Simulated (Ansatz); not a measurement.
# CoO (P-6m2) in Ansatz: equation of state

How stiff is CoO in PBE, and what volume does it want? The cell is scaled to several volumes.

Program: Ansatz 0.2.0. These are calculated values, not measurements. Logs are shortened: lines on timing, memory, paths and dates and some standing lists are left out, and cuts for length are marked.

### Step 1. The crystal as given

It takes space group P-6m2 (No. 187, hexagonal). The conventional cell has a = 2.828 Å, b = 2.828 Å, c = 2.722 Å, α = 90.00°, β = 90.00°, γ = 120.00°. Co (site symmetry -6m2) has 6 O at 2.13 Å as nearest neighbours. Around O (site symmetry -6m2) lie 6 Co at 2.13 Å.

The cell was built by a generator and needn't be a form met in nature.

### Step 2. Equation of state, PBE, collinear spin, ferromagnetic start

Potentials or basis: all-electron LAPW, scalar-relativistic.

No new run: the results of the series are fitted here.

What came out:

| Item | Value |
| --- | --- |
| Equilibrium volume | 9.44 Å³/atom |
| Bulk modulus at fixed shape and positions | 187 GPa |
| Pressure derivative of the bulk modulus | 4.6 |

Energy against volume, from the lowest point:
| volume (Å³/atom) | energy (meV/atom) |
| --- | --- |
| 8.863 | 23.13 |
| 9.051 | 10.06 |
| 9.240 | 2.55 |
| 9.428 | 0.00 |
| 9.617 | 1.88 |
| 9.806 | 7.73 |
| 9.994 | 17.13 |

Caveat: the cell was scaled at fixed shape and fractional positions, which overstates the stiffness of a crystal with free parameters, most of all of layers and chains.
